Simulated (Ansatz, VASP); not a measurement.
# Cross-check of LiF (Griceite) between VASP and Ansatz

Wanted: the spread between two codes on one cell, functional and k mesh. The cell is taken from a series of VASP runs on this material, whose earlier steps may have relaxed, scaled or displaced it; both programs get it as it stands.

Program: Ansatz 0.2.0. Level of theory: plane waves, with VASP 6.6.1 beside it; relaxation of cell and atoms at r2SCAN and relaxation of cell and atoms at r2SCAN with rVV10. Results are calculated unless marked as measured.

### Step 1. Starting point

Symmetry: Fm-3m, No. 225, cubic system. The conventional cell has a = 3.973 Å, b = 3.973 Å, c = 3.973 Å, α = 90.00°, β = 90.00°, γ = 90.00°. F has 6 Li at 1.99 Å nearest. Nearest to Li lie 6 F at 1.99 Å. Farther neighbours and most contacts between anions are not listed.

### Step 2. Ansatz: relaxation of cell and atoms, r2SCAN

Ansatz runs on its default PAW (the set named soft_2) files.

The relaxed volume is the usual yardstick between codes: its relative difference is about their pressure difference at one cell divided by the bulk modulus.

input.yaml reads:

```yaml
crystal:
  lattice:
    - [0.0, 1.9866686942, 1.9866686942]
    - [1.9866686942, 0.0, 1.9866686942]
    - [1.9866686942, 1.9866686942, 0.0]
  atoms:
    - { symbol: F, position: [0.5, 0.5, 0.5] }
    - { symbol: Li, position: [0.0, 0.0, 0.0] }
hamiltonian:
  xc: r2scan
  pseudopotentials: { kind: paw }
kpoints:
  mp_grid: { grid: [10, 10, 10] }
scf:
  occupations: { method: gaussian, width: 0.03 }
relax:
  f_tol: 0.01
  max_steps: 60
  cell: { stress_tol: 0.05 }
output:
  forces: true
  stress: true
```

On the command line:

```console
ansatz run input.yaml --threads 4 --pin off --max-ram 9216MiB --backend cpu --events-out ev --progress --plain --runs-dir out
```

Numbers of over 12 decimals in the logs are rounded to 6 here.

What it wrote:

```text
Engine: ansatz 0.2.0, aarch64-unknown-linux-gnu
Pseudopotentials: kind: paw
Pseudopotential: F, paw, valence charge 7, recommended cutoff 500 eV (meta_gga), F.paw.azcp
Pseudopotential: Li, paw, valence charge 3, recommended cutoff 500 eV (meta_gga), Li.paw.azcp
Functional definition: r2SCAN
  parameter k0 = 0.174
  parameter k1 = 0.065
  parameter a1 = 4.9479
  exchange = r2scan_x(k0 = k0, k1 = k1, a1 = a1)
  correlation = r2scan_c
Crystal: 2 atoms, lattice volume = 15.682 Å³
Basis set: ecut = 500 eV, 411 PW (Γ), exchange–correlation on 96×96×96 points (64 copies of the dense FFT grid, shifted against one another)
Bands: 9, of which v1, the nominal top of the filled ones, is band 5 counted from 1 (4 counted from 0)
Symmetry: 48 space group operations
Space group: Fm-3m (ITA 225), of the structure as read, at distance tolerance 2.5e-5 Å
k-points: 47 of 1000
Non-local potential: F, projectors of the file, l = 0: 2, l = 1: 2, l = 2: 1
Non-local potential: Li, projectors of the file, l = 0: 3, l = 1: 2, l = 2: 1
PAW form: soft (Blöchl's): semilocal exchange-correlation on the pseudo side does not see the compensation charge
PAW frozen core: F, regenerated for the run's functional (the file was generated under x = pbe(κ = 0.804, μ = 0.219515), c = pbe(β = 0.066725))
PAW one-centre angular grid: F, 302 points (default); XC on 160 Gauss nodes
PAW one-centre angular grid: Li, 302 points (default); XC on 327 of its mesh's 2665 points in the sphere
Initial density: superposition of atomic densities (neutral atoms: chi_scale 0, normalization atom), corrected by the library's trained network
Initial wavefunctions: pseudopotential atomic-orbital guess
Functional: x = r2scan, c = r2scan; τ floored in thin density (d = 2e-4 eV/Å³)
SCF iter   1: F=—  HF=-1018.287706 eV  |F-HF|=—  |Δ(HF+E_count)|=         —  Δρ=7.41e-3  dr2=7.55e-3  dr2_τ=3.47e-2  ethr=1.77e-3  ⟨swp⟩=5.8  Hψ=2664  notcnv=0
preconditioner: auto → none  [insulator: Δε(μ)=10.605 eV  Ē_g=24.986 eV  σ=0.030 eV  W_gap=1.00  n_scr=0 (ndim 8)  ℏωp=26.5 eV  f_vac=0.000  D(μ)=0.00/eV (n_scr^D=0)  ε∞_Penn≈2.1]
SCF iter   2: F=—  HF=-1018.331315 eV  |F-HF|=—  |Δ(HF+E_count)|=   4.36e-2  Δρ=4.31e-3  dr2=6.99e-4  dr2_τ=2.68e-4  ethr=7.55e-5  ⟨swp⟩=3.0  Hψ=1348  notcnv=0
SCF iter   3: F=—  HF=-1018.331265 eV  |F-HF|=—  |Δ(HF+E_count)|=   4.97e-5  Δρ=1.45e-3  dr2=1.55e-4  dr2_τ=2.69e-5  ethr=6.99e-6  ⟨swp⟩=2.4  Hψ=734  notcnv=0
SCF iter   4: F=—  HF=-1018.331232 eV  |F-HF|=—  |Δ(HF+E_count)|=   3.27e-5  Δρ=2.38e-4  dr2=3.18e-6  dr2_τ=6.89e-7  ethr=1.55e-6  ⟨swp⟩=1.0  Hψ=423  notcnv=0
SCF iter   5: F=—  HF=-1018.331233 eV  |F-HF|=—  |Δ(HF+E_count)|=   7.66e-7  Δρ=2.94e-5  dr2=3.63e-8  dr2_τ=1.17e-8  ethr=3.18e-8  ⟨swp⟩=1.0  Hψ=423  notcnv=0
SCF iter   6: F=-1018.331233 eV  HF=-1018.331233 eV  |F-HF|=3.76e-10  |Δ(HF+E_count)|=   6.44e-8  Δρ=2.84e-6  dr2=9.36e-10  dr2_τ=8.75e-11  ethr=3.63e-10  ⟨swp⟩=1.0  Hψ=1269  notcnv=0
SCF 1 converged in 6 iterations: F = -1018.331233 eV  dr2 = 9.36e-10
  greatest PAW one-centre occupation: 0.999 electrons in one spin orbital (limit 2), on the Li atom at site 1 (counted from 0), in its partial waves of l = 0
relax step   1: F+E_penalty+E_count = -1018.33123320 eV  Δ(F+E_penalty+E_count) = +0.000e0 eV  max|allowed force component| = 1.328e-29 eV/Å  Δτ_max = 0.0000 Å  P = +1.010 GPa  Ω = 15.682 Å³  (6 SCF iters, dr2 threshold 1.00e-7 eV, accepted)
[...]
relax step   2: F+E_penalty+E_count = -1018.33150587 eV  Δ(F+E_penalty+E_count) = -2.727e-4 eV  max|allowed force component| = 4.717e-29 eV/Å  Δτ_max = 0.0000 Å  P = +0.707 GPa  Ω = 15.742 Å³  energy of the carried Pulay correction = -4.688e-5 eV  (3 SCF iters, dr2 threshold 2.00e-7 eV, accepted)
[...]
relax step   3: F+E_penalty+E_count = -1018.33171022 eV  Δ(F+E_penalty+E_count) = -2.043e-4 eV  max|allowed force component| = 6.741e-29 eV/Å  Δτ_max = 0.0000 Å  P = +0.011 GPa  Ω = 15.883 Å³  energy of the carried Pulay correction = -1.565e-4 eV  (4 SCF iters, dr2 threshold 2.00e-7 eV, accepted)
[...]
relax step   4: F+E_penalty+E_count = -1018.33187563 eV  Δ(F+E_penalty+E_count) = -1.654e-4 eV  max|allowed force component| = 4.280e-29 eV/Å  Δτ_max = 0.0000 Å  P = -0.001 GPa  Ω = 15.883 Å³  stress off target by 1.06e-3 GPa  SCF on the basis re-selected at this cell (its energy is not comparable with the rows above)  (5 SCF iters)
basis re-selected at this cell: Δ(F+E_penalty+E_count) = -1.654e-4 eV, ΔP = -0.013 GPa vs the last step (what re-selecting the basis moved, of the pressure what is left beyond the Pulay correction that the steps carried, after the strain that the cell walked since its last selection, with what the two solves' SCF thresholds leave and, on support functions, any second-order correction that the steps lacked; it is no m [...]
SCF converged after 5 iterations
Free energy (F): -1018.331876 eV
Harris-Foulkes:  -1018.331876 eV  (|F-HF|=1.36e-12)
Internal energy: -1018.331876 eV  (E = F + TS)
E sigma→0 (E₀):  -1018.331876 eV
Fermi energy:    5.759718 eV
--- Per-component energies (eV) ---
  E_band       = -126.298867
  E_kinetic    = 232.556219
  E_local      = -634.547783  (includes V_loc(G=0)·N_el)
  E_nonlocal   = 39.687683
  E_hartree    = 222.677647
  E_xc         = -91.165352
  E_vxc        = -133.351116  (∫ρ·V_xc dr)
  E_paw        = -225.104483  (= ΣΔE_a)
  E_vpaw       = -85.666212  (= ΣTr[D̂ρ^β])
  E_aug_tail   = 0.001153  (compensation charges beyond the density's cutoff)
  E_vtau       = 9.665901  (kinetic-family band-sum trace: ∫τ·v_τ [+ j·A + Jᵃ·Aᵃ] dr)
  E_ewald      = -562.405568
  E_core_change = -0.031392  (= ΣΔE_core)
  E_smearing   = -0.000000  (= −TS)
  E_closure    = 0.000000  (closes the sum)
  Σ components = -1018.331876   (vs F -1018.331876, Δ=0.00e0)
--- Forces (eV/Å), atoms counted from 1 ---
  atom   1  F      0.00000000    -0.00000000    -0.00000000
  atom   2  Li    -0.00000000     0.00000000    -0.00000000
  max |Σ_I F_I| component: 8.27e-29 eV/Å
--- Stress (GPa, compression-positive) ---
       -0.001059      -0.000000      -0.000000
       -0.000000      -0.001059      -0.000000
       -0.000000      -0.000000      -0.001059
  P = ⅓ Tr σ = -0.0011 GPa (-0.011 kbar)
--- Relaxed structure (3 steps of the walk, 3 accepted, 1 SCFs on fresh bases) ---
  F+E_penalty+E_count = -1018.33187563 eV   max|allowed force component| = 4.280e-29 eV/Å   (the final SCF, on the basis selected at the relaxed cell)
  cell:  # Å, volume = 15.8829 Å³
    - [0, 1.995107, 1.995107]
    - [1.995107, 0, 1.995107]
    - [1.995107, 1.995107, 0]
  atoms:
    - { symbol: F, position: [0.500000, 0.500000, 0.500000] }
    - { symbol: Li, position: [0, 0, 0] }
```

Wall time 1.6 s (4 threads of Arm Neoverse V2, shared host); peak memory 0.33 GiB; 5 s of CPU time.

### Step 3. VASP: relaxation of cell and atoms, r2SCAN

The same cell, functional, mesh and smearing now go to VASP, with its own data sets and cutoff.

Lines of VASP's logs that name or quote its potential files are left out, and so is its time.

INCAR reads:

```
SYSTEM = LiF
PREC = Accurate
ENCUT = 650
EDIFF = 1E-06
NELM = 100
ISMEAR = 0
SIGMA = 0.03
LREAL = .FALSE.
ALGO = Normal
METAGGA = R2SCAN
LASPH = .TRUE.
NBANDS = 11
LORBIT = 11
LWAVE = .FALSE.
LCHARG = .FALSE.
KPAR = 4
IBRION = 2
NSW = 50
ISIF = 3
EDIFFG = -0.006
```

POSCAR reads:

```
LiF
1.0
    0.0000000000      1.9866686942      1.9866686942
    1.9866686942      0.0000000000      1.9866686942
    1.9866686942      1.9866686942      0.0000000000
F Li
1 1
Direct
    0.5000000000      0.5000000000      0.5000000000
    0.0000000000      0.0000000000      0.0000000000
```

KPOINTS reads:

```
Automatic mesh
0
Gamma
10 10 10
0 0 0
```

Potentials, in the order of the species: F and Li_sv (PBE family, release 64).

On the command line:

```console
mpirun -np 4 vasp_std
```

What it wrote:

```text
[banner, memory and clock lines left out]
running    4 mpi-ranks, on    1 nodes
 distrk:  each k-point on    1 cores,    4 groups
 distr:  one band on    1 cores,    1 groups

 POSCAR found type information on POSCAR F Li
 POSCAR found :  2 types and       2 ions
|                                                                             |
|               ----> ADVICE to this user running VASP <----                  |
|                                                                             |
|     You enforced a specific xc type in the INCAR file but a different       |
|     [... a line on the potential file left out ...]
|     I HOPE YOU KNOW WHAT YOU ARE DOING!                                     |
|                                                                             |

 LDA part: xc-table for (None), standard interpolation
 POSCAR, INCAR and KPOINTS ok, starting setup
 FFT: planning ... GRIDC
 FFT: planning ... GRID_SOFT
 FFT: planning ... GRID
 WAVECAR not read
 entering main loop
       N       E                     dE             d eps       ncg     rms          rms(c)
DAV:   1     0.388251133681E+02    0.38825E+02   -0.65404E+03  1074   0.112E+03
DAV:   2    -0.133943606403E+02   -0.52219E+02   -0.51294E+02  1207   0.229E+02
DAV:   3    -0.149617720978E+02   -0.15674E+01   -0.15627E+01  1341   0.350E+01
DAV:   4    -0.149784380936E+02   -0.16666E-01   -0.16664E-01  1306   0.417E+00
DAV:   5    -0.149785931338E+02   -0.15504E-03   -0.15504E-03  1455   0.278E-01    0.388E+00
DAV:   6    -0.119129677426E+02    0.30656E+01   -0.71033E-01  1069   0.682E+00    0.153E+00
DAV:   7    -0.119104593728E+02    0.25084E-02   -0.48980E-01  1193   0.536E+00    0.120E+00
DAV:   8    -0.120405288334E+02   -0.13007E+00   -0.10343E+00  1097   0.757E+00    0.256E+00
DAV:   9    -0.119102270369E+02    0.13030E+00   -0.68887E-01  1097   0.584E+00    0.107E-01
DAV:  10    -0.119097503241E+02    0.47671E-03   -0.63378E-03  1264   0.932E-01    0.133E-01
DAV:  11    -0.119096766592E+02    0.73665E-04   -0.17937E-04  1241   0.134E-01    0.775E-02
DAV:  12    -0.119095671681E+02    0.10949E-03   -0.68910E-04  1229   0.191E-01    0.522E-03
DAV:  13    -0.119095657821E+02    0.13860E-05   -0.70075E-06  1252   0.295E-02    0.204E-03
DAV:  14    -0.119095656658E+02    0.11635E-06   -0.13774E-07   780   0.408E-03
   1 F= -.11909566E+02 E0= -.11909566E+02  d E =-.119096E+02
 curvature:   0.00 expect dE= 0.000E+00 dE for cont linesearch  0.000E+00
 trial: gam= 0.00000 g(F)=  0.629E-60 g(S)=  0.114E-06 ort = 0.000E+00 (trialstep = 0.100E+01)
 search vector abs. value=  0.114E-06
 reached required accuracy - stopping structural energy minimisation
```

From OUTCAR (step 3):

```text
ion  position               nearest neighbor table
   1  0.500  0.500  0.500-   2 1.99   2 1.99   2 1.99   2 1.99   2 1.99   2 1.99
   2  0.000  0.000  0.000-   1 1.99   1 1.99   1 1.99   1 1.99   1 1.99   1 1.99

  LATTYP: Found a face centered cubic cell.
 ALAT       =     3.9733373884

 Subroutine GETGRP returns: Found 48 space group operations
 (whereof 48 operations were pure point group operations)

The static configuration has the point symmetry O_h .

 Found     47 irreducible k-points:

   k-points           NKPTS =     47   k-points in BZ     NKDIM =     47   number of bands    NBANDS=     11

   dimension x,y,z NGX =    24 NGY =   24 NGZ =   24
   dimension x,y,z NGXF=    48 NGYF=   48 NGZF=   48

   ENCUT  =  650.0 eV  47.77 Ry    6.91 a.u.   5.84  5.84  5.84*2*pi/ulx,y,z

   NELECT =      10.0000    total number of electrons

 k-points in reciprocal lattice and weights: Automatic mesh
   0.00000000  0.00000000  0.00000000       0.001
   0.10000000  0.00000000  0.00000000       0.008
   0.20000000  0.00000000  0.00000000       0.008
   0.30000000  0.00000000  0.00000000       0.008
   0.40000000  0.00000000  0.00000000       0.008
   0.50000000  0.00000000  0.00000000       0.004
   0.10000000  0.10000000  0.00000000       0.006
   0.20000000  0.10000000  0.00000000       0.024
   0.30000000  0.10000000  0.00000000       0.024
[...]
-0.30000000  0.40000000  0.20000000       0.024
  -0.30000000  0.50000000  0.20000000       0.012

 average (electrostatic) potential at core
       1 -81.0517       2 -65.1000

 E-fermi :  -1.2721

 k-point     1 :       0.0000    0.0000    0.0000
  band No.  band energies     occupation
      1     -43.3697      2.00000
      2     -22.6048      2.00000
      3      -1.3964      2.00000
      4      -1.3964      2.00000
      5      -1.3964      2.00000
      6       9.2795      0.00000
      7      24.5100      0.00000
      8      24.5100      0.00000
      9      24.5100      0.00000
     10      25.2491      0.00000
    ...

 k-point     2 :       0.1000    0.0000    0.0000
  band No.  band energies     occupation
      1     -43.3630      2.00000
      2     -22.5650      2.00000
      3      -1.6879      2.00000
      4      -1.4218      2.00000
      5      -1.4218      2.00000
      6       9.5613      0.00000
      7      21.6554      0.00000
      8      23.4662      0.00000
      9      23.4667      0.00000
     10      25.9468      0.00000
    ...

 k-point     3 :       0.2000    0.0000    0.0000
  band No.  band energies     occupation
      1     -43.3460      2.00000
      2     -22.4590      2.00000
      3      -2.3971      2.00000
      4      -1.4880      2.00000
      5      -1.4880      2.00000
      6      10.1729      0.00000
      7      19.0954      0.00000
      8      21.8974      0.00000
      9      21.8979      0.00000
     10      27.2104      0.00000
    ...

  Total       -0.0012536     -0.0012536     -0.0012536     -0.0000000     -0.0000000      0.0000000
  in kB       -0.1280747     -0.1280747     -0.1280747     -0.0000000     -0.0000000      0.0000000
  external PRESSURE =      -0.1280747 kB  Pullay stress =       0.0000000 kB

  energy-cutoff  :      650.00
  volume of cell :       15.68
      direct lattice vectors                 reciprocal lattice vectors
     0.000000000  1.986668694  1.986668694    -0.251677595  0.251677595  0.251677595
     1.986668694  0.000000000  1.986668694     0.251677595 -0.251677595  0.251677595
     1.986668694  1.986668694  0.000000000     0.251677595  0.251677595 -0.251677595

 POSITION                                       TOTAL-FORCE (eV/Angst)
 -----------------------------------------------------------------------------------
      1.98667      1.98667      1.98667         0.000000      0.000000     -0.000000
      0.00000      0.00000      0.00000        -0.000000     -0.000000      0.000000
 -----------------------------------------------------------------------------------
    total drift:                               -0.000000     -0.000000      0.000000

  FREE ENERGIE OF THE ION-ELECTRON SYSTEM (eV)
  ---------------------------------------------------
  free  energy   TOTEN  =       -11.9095656658 eV

  energy  without entropy=      -11.9095656658  energy(sigma->0) =      -11.90956567

 reached required accuracy - stopping structural energy minimisation

 total charge
# of ion       s       p       d       tot
------------------------------------------
    1        1.727   4.448   0.000   6.176
    2        2.015   0.016   0.000   2.031
--------------------------------------------------
tot          3.743   4.464   0.000   8.207

[... 3 further parts left out ...]
```

### Step 4. Differences

Known differences besides the potentials themselves: VASP keeps PBE cores, Ansatz makes them for the functional; both relaxations stop at a tolerance, which leaves soft axes loose, and VASP keeps its plane-wave basis; the cutoff is 500 eV in Ansatz and 650 eV in VASP; Ansatz adds a Pulay correction to the stress that steers its cell, VASP none. Total energies have different zeros and are not compared.

Both answers:

```tsv
quantity	Ansatz	VASP	difference
volume (Å³)	15.88	15.68	+1.28 %
edge a after relaxation, in the typed setting (Å)	2.821	2.810	+0.42 %
```

The walks stopped with 0.00 GPa left in Ansatz and -0.01 GPa in VASP; each walk ends within a tolerance, so the volume difference is uncertain by about these residues over the bulk modulus, most in soft cells.

A further Ansatz single point at VASP's end cell gives 1.01 GPa where VASP has -0.01 GPa.

[end of part 1 of 2]

[Lines on the potential files, build, host, timing and source positions are cut from VASP's logs without a mark.]

[Logs are printed without paths, hosts, clocks, repeated set-up lines and the standing remarks that a program may print on its own settings, such as how far it seeks lower states.]

[Hosts, paths, dates, database ids (printed as entryN), source tags and the programs' standing remarks are cut or masked in the printed files.]
